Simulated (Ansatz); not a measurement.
## Screening in AlN (F-43m)

Wanted: ε∞ of AlN (F-43m) from perturbation theory, a sum over states and the RPA step of G0W0, with cost.

Method: linear response on PBE, plane waves, PAW, in Ansatz 0.2.0.

### Step 1. The structure

It takes space group F-43m (No. 216, cubic). Conventional cell: a = 4.368 Å, b = 4.368 Å, c = 4.368 Å, α = 90.00°, β = 90.00°, γ = 90.00°. Nearest to Al lie 4 N at 1.89 Å. Nearest to N lie 4 Al at 1.89 Å. Farther neighbours and most contacts between anions are not listed.

The cell and positions are those that the Materials Project relaxed with its own functionals (PBE, PBE+U or r2SCAN), kept fixed. This is not the form that AlN usually takes at ambient conditions.

### Step 2. Response to a homogeneous field

ε∞ sets how strongly the crystal screens. Perturbation theory gives it with local fields and without a sum over empty bands.

This step: dielectric response by perturbation theory, PBE, plane waves, PAW; PAW set soft_1.

input.yaml reads:

```yaml
crystal:
  lattice:
    - [0.0, 2.1839935596, 2.1839935596]
    - [2.1839935596, 0.0, 2.1839935596]
    - [2.1839935596, 2.1839935596, 0.0]
  atoms:
    - { symbol: Al, position: [0.0, 0.0, 0.0] }
    - { symbol: "N", position: [0.75, 0.75, 0.75] }
kpoints:
  mp_grid: { grid: [8, 8, 8] }
hamiltonian:
  xc: pbe
  pseudopotentials: { kind: paw, azcp: { folder: soft_1 } }
scf:
  occupations: { method: fixed }
dielectric: {}
```

On the command line:

```sh
$ ansatz run input.yaml --threads 3 --pin off --max-ram 92160MiB --backend cuda --events-out ev --progress --plain --runs-dir out --devices 1 --max-vram 13GiB
```

Numbers of over 12 decimals in the logs are rounded to 6 here.

Output:

```text
GPUs: using 1 of 1 available (devices: 1).
Engine: ansatz 0.2.0, x86_64-unknown-linux-gnu
Pseudopotentials: kind: paw
Pseudopotential: Al, paw, valence charge 3, recommended cutoff 420 eV (normal), soft_1/Al.paw.azcp
Pseudopotential: N, paw, valence charge 5, recommended cutoff 420 eV (normal), soft_1/N.paw.azcp
Functional definition: PBE
  parameter kappa = 0.804
  parameter beta = 0.066725
  exchange = pbe_x(kappa = kappa, mu = beta*pi^2/3)
  correlation = pbe_c(beta = beta)
device memory: the entry about to start is reckoned to put 1.0 GiB on a device that reports 55.6 GiB free (of which the cap on the GPU budget leaves the run 13.0 GiB)
GPU FFT provider: cuFFT
GPU libraries: cuBLAS 13.8.2, cuFFT 12.4.0, cuSOLVER 12.3.4
Crystal: 2 atoms, lattice volume = 20.835 Å³
Basis set: ecut = 420 eV, 411 PW (Γ), exchange–correlation on 48×48×48 points (8 copies of the dense FFT grid, shifted against one another)
Bands: 8, of which v1, the nominal top of the filled ones, is band 4 counted from 1 (3 counted from 0)
Symmetry: 24 space group operations
k-points: 95 of 512 (irreducible under 4 space group operations, time reversal used)
Non-local potential: Al, projectors of the file, l = 0: 2, l = 1: 2, l = 2: 1
Non-local potential: N, projectors of the file, l = 0: 2, l = 1: 2, l = 2: 1
PAW form: soft (Blöchl's): semilocal exchange-correlation on the pseudo side does not see the compensation charge
PAW one-centre angular grid: Al, 110 points (default); XC on 64 Gauss nodes
PAW one-centre angular grid: N, 110 points (default); XC on 64 Gauss nodes
Initial density: superposition of atomic densities (chi_scale 0.1, normalization cell, long waves kept (reshape's long-wave potential 0.00 eV rms))
Initial wavefunctions: pseudopotential atomic-orbital guess
GPU buffer pool allocated for 13824 grid points (all kernels)
GPU transforms: local potential and band sums: pruned to the plane-wave sphere, on 24×24×24
Functional: x = pbe(κ = 0.804, μ = 0.219515), c = pbe(β = 0.066725)
SCF iter   1: F=—  HF=-925.659103 eV  |F-HF|=—  |Δ(HF+E_count)|=         —  Δρ=1.39e-1  dr2=4.93e0  ethr=3.10e-3  ⟨swp⟩=4.1  Hψ=4967  notcnv=0  defer=13
preconditioner: auto → none  [insulator: Δε(μ)=5.460 eV  Ē_g=16.566 eV  n_scr=0 (ndim 8)  ℏωp=23.0 eV  f_vac=0.000  ε∞_Penn≈2.9]
SCF iter   2: F=—  HF=-924.427320 eV  |F-HF|=—  |Δ(HF+E_count)|=    1.23e0  Δρ=7.74e-2  dr2=7.47e-1  ethr=3.10e-3  ⟨swp⟩=2.8  Hψ=2373  notcnv=0  defer=137
SCF iter   3: F=—  HF=-924.216169 eV  |F-HF|=—  |Δ(HF+E_count)|=   2.11e-1  Δρ=2.34e-2  dr2=5.70e-2  ethr=3.10e-3  ⟨swp⟩=2.9  Hψ=2076  notcnv=0  defer=180
SCF iter   4: F=—  HF=-924.209381 eV  |F-HF|=—  |Δ(HF+E_count)|=   6.79e-3  Δρ=1.43e-3  dr2=2.07e-4  ethr=7.12e-4  ⟨swp⟩=2.0  Hψ=952  notcnv=0  defer=188
SCF iter   5: F=—  HF=-924.209318 eV  |F-HF|=—  |Δ(HF+E_count)|=   6.32e-5  Δρ=4.30e-4  dr2=1.02e-5  ethr=2.59e-6  ⟨swp⟩=2.8  Hψ=1240  notcnv=0  defer=188
SCF iter   6: F=—  HF=-924.209309 eV  |F-HF|=—  |Δ(HF+E_count)|=   8.59e-6  Δρ=3.43e-5  dr2=1.45e-7  ethr=1.28e-7  ⟨swp⟩=2.0  Hψ=1091  notcnv=0
SCF iter   7: F=—  HF=-924.209316 eV  |F-HF|=—  |Δ(HF+E_count)|=   7.13e-6  Δρ=4.56e-6  dr2=2.50e-9  ethr=1.82e-9  ⟨swp⟩=2.2  Hψ=1153  notcnv=0
SCF iter   8: F=-924.209316 eV  HF=-924.209316 eV  |F-HF|=8.41e-12  |Δ(HF+E_count)|=   4.27e-9  Δρ=2.08e-7  dr2=4.45e-12  ethr=1.25e-12  ⟨swp⟩=4.0  Hψ=3665  notcnv=0
SCF 1 converged in 8 iterations: F = -924.209316 eV  dr2 = 4.45e-12
  greatest PAW one-centre occupation: 0.790 electrons in one spin orbital (limit 2), on the N atom at site 1 (counted from 0), in its partial waves of l = 0
the response reads at least the filled bands of the reference SCF and the lowest empty band at each k-point, and that SCF's band table does not vouch for those bands. The notice of the band table in this run's record says why
device memory: the entry about to start is reckoned to put 0.1 GiB on a device that reports 58.1 GiB free (of which the cap on the GPU budget leaves the run 13.0 GiB)
device memory: the entry about to start is reckoned to put 0.6 GiB on a device that reports 58.1 GiB free (of which the cap on the GPU budget leaves the run 13.0 GiB)
DFPT response loops at Γ: preconditioner auto → none (the input reference at scf.mixing.eps_inf says where Resta's filter doesn't serve); β = 0.50; Broyden in place of MSR1
── the response to a field inside a basis, on 8×8×8 k-points: an SCF that follows is theirs, and a resumed run solves both again ──
device memory: the entry about to start is reckoned to put 0.1 GiB on a device that reports 59.9 GiB free (of which the cap on the GPU budget leaves the run 13.0 GiB)
GPU FFT provider: cuFFT
GPU libraries: cuBLAS 13.8.2, cuFFT 12.4.0, cuSOLVER 12.3.4
Bands: 5, of which v1, the nominal top of the filled ones, is band 4 counted from 1 (3 counted from 0)
k-points: 60 of 512 (irreducible under 6 space group operations, time reversal used)
Initial density: handed on by an earlier stage of this run
Initial wavefunctions: pseudopotential atomic-orbital guess (no wavefunctions were taken with the density)
GPU buffer pool allocated for 13824 grid points (all kernels)
GPU transforms: band sums: pruned to the plane-wave sphere, on 24×24×24
Eigensolver: Dense (60 Hₖ)
SCF iter   1: F=—  HF=-924.210561 eV  |F-HF|=—  |Δ(HF+E_count)|=         —  Δρ=2.90e-4  dr2=2.24e-6  ethr=1.00e-1
preconditioner: auto → none  [insulator: Δε(μ)=3.582 eV  Ē_g=11.399 eV  n_scr=0 (ndim 8)  ℏωp=23.0 eV  f_vac=0.000  ε∞_Penn≈5.1]
SCF iter   2: F=—  HF=-924.210565 eV  |F-HF|=—  |Δ(HF+E_count)|=   4.10e-6  Δρ=1.43e-4  dr2=6.51e-7  ethr=2.80e-8
SCF iter   3: F=—  HF=-924.210567 eV  |F-HF|=—  |Δ(HF+E_count)|=   1.62e-6  Δρ=4.62e-5  dr2=3.24e-7  ethr=8.14e-9
SCF iter   4: F=-924.210567 eV  HF=-924.210567 eV  |F-HF|=1.91e-9  |Δ(HF+E_count)|=   5.57e-8  Δρ=5.06e-6  dr2=1.36e-9  ethr=4.06e-9
SCF 1 converged in 4 iterations: F = -924.210567 eV  dr2 = 1.36e-9
device memory: the entry about to start is reckoned to put 0.1 GiB on a device that reports 59.9 GiB free (of which the cap on the GPU budget leaves the run 13.0 GiB)
device memory: the entry about to start is reckoned to put 0.2 GiB on a device that reports 59.8 GiB free (of which the cap on the GPU budget leaves the run 13.0 GiB)
DFPT response loops at Γ: mixed as the last ones told, above
SCF converged after 8 iterations
Free energy (F): -924.209316 eV
Harris-Foulkes:  -924.209316 eV  (|F-HF|=8.41e-12)
Internal energy: -924.209316 eV  (E = F + TS)
E sigma→0 (E₀):  -924.209316 eV
Fermi energy:    6.963314 eV
--- Per-component energies (eV) ---
  E_band       = 15.340537
  E_kinetic    = 156.728153
  E_local      = -209.123953  (includes V_loc(G=0)·N_el)
  E_nonlocal   = 44.661075
  E_hartree    = 77.107744
  E_xc         = -99.068662
  E_vxc        = -107.005315  (∫ρ·V_xc dr)
  E_paw        = -597.910955  (= ΣΔE_a)
  E_vpaw       = -24.135733  (= ΣTr[D̂ρ^β])
  E_aug_tail   = 0.000836  (compensation charges beyond the density's cutoff)
  E_ewald      = -296.603555
  E_smearing   = -0.000000  (= −TS)
  E_closure    = 0.000000  (closes the sum)
  Σ components = -924.209316   (vs F -924.209316, Δ=0.00e0)
--- Band table (eV; the first three rows and the last of 95) ---
  k-point 0: bands = ["-7.9998", "6.9633", "6.9633", "6.9633", "11.1501", "19.5427", "19.5427", "19.5427"]
  k-point 1: bands = ["-7.7732", "5.7850", "6.8855", "6.8855", "12.0949", "18.9684", "19.7122", "19.7122"]
  k-point 2: bands = ["-7.1518", "3.7093", "6.7098", "6.7098", "13.4182", "17.9465", "19.2919", "19.2919"]
  k-point 94: bands = ["-5.2699", "3.1927", "3.5365", "4.2810", "13.0060", "18.3785", "18.9438", "19.1459"]
--- Dielectric response (ions clamped): 3 representative field directions + reference, inside a basis on a mesh of 512 k-points (Σ response iterations 15) ---
  ε∞ (high-frequency dielectric tensor):
        4.578783     0.000000    -0.000000
        0.000000     4.578783     0.000000
       -0.000000     0.000000     4.578783
  Born effective charges Z* (e; rows j = field, columns β = displacement):
    site 0:
         2.54489    0.00000   -0.00000
         0.00000    2.54489    0.00000
         0.00000    0.00000    2.54489
    site 1:
        -2.54489   -0.00000    0.00000
        -0.00000   -2.54489   -0.00000
        -0.00000   -0.00000   -2.54489
  Z* charge neutrality: 5.667e-4 e pre-enforcement
  solved inside a basis spanned on kpoints, on 8×8×8 k-points, its susceptibility summed on 12×12×12: ε∞ is read to err by 1.1e-2, Z* by 8.6e-3 e (field_mesh: kpoints solves on kpoints); Z* is corrected for what the basis lacks
```

The job ended after 13 s (1 × NVIDIA H100 80GB HBM3 (shared by 6 runs) with 3 threads of AMD EPYC 7R13 (Zen 3), shared host; peak memory 0.99 GiB; 14 s of CPU time).

This step gave:

```
stated error of ε∞ : 0.011
```

One over ε∞ averages 0.22, near the quarter of exact exchange in PBE0.

High-frequency dielectric tensor:

```
4.58 0.00 0.00
0.00 4.58 0.00
0.00 0.00 4.58
```

Born effective charge (e), principal values of the symmetric part by kind of site:

```tsv
atom	atoms with these values	low	middle	high	mean
Al1	1	2.54	2.54	2.54	2.54
N2	1	-2.54	-2.54	-2.54	-2.54
```

In full for N2:

```
-2.54  0.00  0.00
 0.00 -2.54  0.00
 0.00  0.00 -2.54
```

### Step 3. Independent-particle spectrum

The independent-particle spectrum shows where the oscillator strength lies, before excitons and local fields.

This step: independent-particle optics on PBE, plane waves, PAW; PAW set soft_1.

input.yaml, the sections that differ from step 2:

```yaml
kpoints:
  mp_grid: { grid: [10, 10, 10] }
scf:
  occupations: { method: fixed }
  n_extra_bands: 14
output:
  optics: { e_range: [0, 25], de: 0.1, sigma: 0.2 }
# crystal, hamiltonian: as in step 2
# dielectric: removed
```

Output:

```text
[...]
GPUs: using 1 of 1 available (devices: 1).
[...]
GPU FFT provider: cuFFT
GPU libraries: cuBLAS 13.8.2, cuFFT 12.4.0, cuSOLVER 12.3.4
Crystal: 2 atoms, lattice volume = 20.835 Å³
Basis set: ecut = 420 eV, 411 PW (Γ)
Bands: 18, of which v1, the nominal top of the filled ones, is band 4 counted from 1 (3 counted from 0)
[... 1 set-up line as in the run before ...]
[...]
k-points: 47 of 1000 (time reversal used)
[...]
GPU buffer pool allocated for 13824 grid points (all kernels)
[...]
SCF iter   1: F=—  HF=-925.659226 eV  |F-HF|=—  |Δ(HF+E_count)|=         —  Δρ=1.39e-1  dr2=4.93e0  ethr=3.10e-3  ⟨swp⟩=4.0  Hψ=3790  notcnv=0  defer=426
[...]
SCF iter   8: F=-924.209504 eV  HF=-924.209504 eV  |F-HF|=6.25e-12  |Δ(HF+E_count)|=   3.28e-9  Δρ=1.89e-7  dr2=4.02e-12  ethr=1.00e-12  ⟨swp⟩=7.0  Hψ=5194  notcnv=0
SCF 1 converged in 8 iterations: F = -924.209504 eV  dr2 = 4.02e-12
[...]
Optics k sum: 0 of 47 k-points
Optics k sum: 3 of 47 k-points
[...]
Optics k sum: 47 of 47 k-points
[...]
SCF converged after 8 iterations
Free energy (F): -924.209504 eV
[...]
Internal energy: -924.209504 eV  (E = F + TS)
E sigma→0 (E₀):  -924.209504 eV
Fermi energy:    6.963167 eV
[...]
--- Band table (eV; the first three rows and the last of 47) ---
  k-point 0: bands = [-7.9999, 6.9632, 6.9632, 6.9632, 11.1500, 19.5428, 19.5428, 19.5428, ... 10 higher]
  k-point 1: bands = [-7.8539, 6.1528, 6.9120, 6.9120, 11.8127, 19.1536, 19.6749, 19.6749, ... 10 higher]
  k-point 2: bands = [-7.4385, 4.5514, 6.7843, 6.7843, 12.9411, 18.3493, 19.5948, 19.5948, ... 10 higher]
  k-point 46: bands = [-5.2754, 2.8984, 3.8775, 4.3526, 12.6828, 17.8235, 19.3439, 19.6022, ... 10 higher]
```

It took 6.5 s on 1 × NVIDIA H100 80GB HBM3 (shared by 6 runs) with 3 threads; peak memory 0.91 GiB; 7.8 s of CPU time.

This step gave:

```yaml
eps_infinity_without_local_fields_xx_yy_zz: 4.728, 4.728, 4.728
electrons_in_the_f_sum_xx_yy_zz: 6.419, 6.419, 6.419
bands_in_the_explicit_sum_the_static_value_is_completed_to_all_bands: 18
```

The sum gives ε∞ = 4.73 without local fields.

Independent particles, no local fields, Gaussian width 0.2 eV. Table of ε₂, xx=yy=zz by photon energy; read off at these points:

photon energy (eV), ε₂, xx=yy=zz and a bar:
```
      3.0       0.00 
      4.0       0.02 
      5.0       1.13 ####
      6.0       4.13 ###############
      7.0       7.47 ###########################
      8.0       8.41 ##############################
      9.0       2.80 ##########
      9.8       4.97 ##################
     10.0       4.71 #################
     11.0       5.79 #####################
     11.3       6.66 ########################
     12.0       5.71 ####################
     12.7       6.17 ######################
     13.0       5.15 ##################
     14.0       2.96 ###########
     15.0       1.86 #######
     16.0       1.12 ####
     17.0       0.82 ###
     18.0       0.56 ##
     19.0       0.37 #
     20.0       0.34 #
     21.0       0.31 #
     22.0       0.24 #
     23.0       0.21 #
     24.0       0.21 #
     25.0       0.40 #
```

Independent particles, no local fields, Gaussian width 0.2 eV. Table of loss function, xx=yy=zz by photon energy; read off at these points:

photon energy (eV), loss function, xx=yy=zz and a bar:
```
      3.0       0.00 
      4.0       0.00 
      5.0       0.02 
      6.0       0.05 
      7.0       0.08 #
      8.0       0.12 #
      9.0       0.21 ##
     10.0       0.19 #
     11.0       0.14 #
     12.0       0.17 #
     13.0       0.15 #
     14.0       0.25 ##
     15.0       0.22 ##
     16.0       0.35 ###
     17.0       0.46 ####
     18.0       0.60 #####
     19.0       1.23 ##########
     20.0       2.13 #################
     21.0       3.20 #########################
     21.7       3.76 ##############################
     22.0       3.58 #############################
     23.0       2.39 ###################
     24.0       0.90 #######
     25.0       1.33 ###########
```

Independent particles, no local fields, Gaussian width 0.2 eV. ε₁, xx=yy=zz against photon energy:

photon energy (eV), ε₁, xx=yy=zz and a bar from the least value:
```
      0.0       4.70 ####################
      0.5       4.71 ####################
      1.0       4.76 #####################
      1.5       4.83 #####################
      2.0       4.95 #####################
      2.5       5.11 ######################
      3.0       5.34 ######################
      3.5       5.67 #######################
      4.0       6.26 #########################
      4.5       6.96 ###########################
      5.0       7.84 #############################
      5.5       8.14 ##############################
      6.0       7.80 #############################
      6.5       7.46 ############################
      7.0       6.21 #########################
      7.5       4.13 ###################
      8.0       1.40 ###########
      8.5      -0.46 ######
      9.0       2.34 ##############
      9.5       2.72 ###############
     10.0       1.69 ############
     10.5       2.59 ###############
     11.0       2.56 ###############
     11.5       0.19 ########
     12.0       0.55 #########
     12.5      -0.51 ######
     13.0      -2.66 
     13.5      -2.37 #
     14.0      -1.81 ##
     14.5      -2.08 ##
     15.0      -2.22 #
     15.5      -1.75 ###
     16.0      -1.40 ####
     16.5      -1.22 ####
     17.0      -1.04 ####
     17.5      -0.88 #####
     18.0      -0.79 #####
     18.5      -0.60 ######
     19.0      -0.41 ######
     19.5      -0.29 #######
     20.0      -0.21 #######
     20.5      -0.11 #######
     21.0      -0.04 #######
     21.5       0.02 #######
     22.0       0.09 ########
     22.5       0.16 ########
     23.0       0.21 ########
     23.5       0.29 ########
     24.0       0.43 #########
     24.5       0.47 #########
     25.0       0.37 ########
```

### Step 4. RPA screening from the G0W0 run

Now the one-shot GW correction: screening in the RPA, then the self-energy of the levels asked for. This step takes PAW set soft_1 files.

This step: G0W0 on PBE, plane waves, PAW; PAW set soft_1.

input.yaml, the sections that differ from step 3:

```yaml
kpoints:
  mp_grid: { grid: [6, 6, 6] }
scf:
  occupations: { method: fixed }
gw:
  n_empty_bands: 133
  ecut_chi: 200.0
  qp_bands: [v2, c2]
  qp_kpoints: band_edges
  screening: { model: contour_deformation }
# crystal, hamiltonian: as in step 3
# output: removed
```

Output:

```text
GPUs: using 1 of 1 available (devices: 1).
[...]
GPU FFT provider: cuFFT
GPU libraries: cuBLAS 13.8.2, cuFFT 12.4.0, cuSOLVER 12.3.4
Crystal: 2 atoms, lattice volume = 20.835 Å³
Basis set: ecut = 420 eV, 411 PW (Γ)
Bands: 8, of which v1, the nominal top of the filled ones, is band 4 counted from 1 (3 counted from 0)
[... 1 set-up line as in the run before ...]
[...]
k-points: 16 of 216 (time reversal used)
[...]
1     6     18.6294    -6.9105    -5.3393   -13.1362  0.7962    19.5250    19.5157  root
[...]
12     3      5.1996   -21.2109     3.4234   -16.5476  0.7678     3.9394     3.9598  root
    12     4      5.1996   -21.2109     3.4234   -16.5476  0.7678     3.9394     3.9598  root
    12     5     10.2882    -5.8665    -3.9027   -10.1533  0.8303    10.6733    10.6723  root
    12     6     15.5843    -6.0620    -4.5408   -11.3011  0.8317    16.2866    16.2826  root
[key lines of the parts left out:]
SCF converged after 7 iterations
Free energy (F): -924.207667 eV
Fermi energy:    6.965493 eV
```

Run time: 20 s. Hardware: 1 × NVIDIA H100 80GB HBM3 (shared by 6 runs) with 3 threads; peak memory 1 GiB; 18 s of CPU time.

Numbers from this step:

```
bands summed                                 : 137
RPA ε∞ on this mesh (eigenvalues)            : 4.393, 4.393, 4.393
plane waves in the screening matrix          : 137
G0W0 gap on the mesh                         : 4.777 eV
k of the valence top                         : 0, 0, 0
k of the conduction bottom                   : 0, -0.5, -0.5
starting gap on the mesh                     : 3.323 eV
least direct G0W0 gap on the computed points : 5.878 eV
```

The gap on the mesh goes from 3.32 eV to 4.78 eV, a correction of +1.45 eV. Between the two edge states, bare exchange in place of the xc potential would open the gap by 8.34 eV, and correlation takes back 6.89 eV.

Mean over the mesh in bins of 0.25 1/Å. Static inverse dielectric function, diagonal against length of q+G:

```tsv
length of q+G (Å⁻¹)	static inverse dielectric function, diagonal
0.44	0.269
0.77	0.327
1.24	0.431
1.49	0.487
1.78	0.551
2.03	0.607
2.48	0.698
2.75	0.746
3.00	0.782
3.51	0.840
3.78	0.863
4.01	0.882
4.25	0.898
4.77	0.928
5.00	0.938
5.24	0.948
5.76	0.964
6.01	0.970
6.25	0.976
6.51	0.980
7.00	0.987
7.18	0.989
```

### Step 5. The values together

Times are wall times on 1 × NVIDIA H100 80GB HBM3 (shared by 6 runs) with 3 threads of AMD EPYC 7R13 (Zen 3), shared host, good to a factor of about two.

```tsv
method	mesh	ε∞, low	middle	high	mean	time
perturbation theory (local fields and xc kernel)	8×8×8 (response on 512 points)	4.58	4.58	4.58	4.58	13 s
sum over states (no local fields)	10×10×10	4.73	4.73	4.73	4.73	6.5 s
RPA with local fields, on the GW mesh	6×6×6	4.39	4.39	4.39	4.39	20 s
```

### Step 6. Outcome

```
perturbation theory (local fields and xc kernel) : 4.58, 4.58, 4.58
sum over states (no local fields)                : 4.73, 4.73, 4.73
RPA with local fields, on the GW mesh            : 4.39, 4.39, 4.39
```

**Reading.** Mean Born effective charge: Al1 2.54, N2 -2.54 e. Distinct peaks of the ε₂, xx=yy=zz stand at 7.9 and 11.3 eV; the one at 7.9 eV is strongest. The loss function, xx=yy=zz has its highest peak at 21.7 eV. The sum without local fields gives 4.73 in the mean against 4.58 by perturbation theory; local fields lower ε∞ and the xc kernel gives part of it back, though the sum also carries the error of its own mesh. The RPA values on the 6×6×6 mesh average 0.96 times those of perturbation theory (means 4.39 and 4.58). Without the xc kernel RPA should lie a little lower, as the mean does. PBE usually puts the gap too low, which tends to raise ε∞. Ions are clamped, so the lattice part of the static constant is not in these numbers.

[Paths, hosts, dates, memory and timing lines, banners, echoed tables and standing remarks are left out of the program output.]

[Logs are printed without paths, hosts, clocks, repeated set-up lines and the standing remarks that a program may print on its own settings, such as how far it seeks lower states.]

[Runs of the session that timed out or met a known fault of the program may be left out.]

[Cells called generated may have been cut or substituted from an entry of the Crystallography Open Database or the Materials Project.]

[Hosts, paths, dates, database ids (printed as entryN), source tags and the programs' standing remarks are cut or masked in the printed files.]
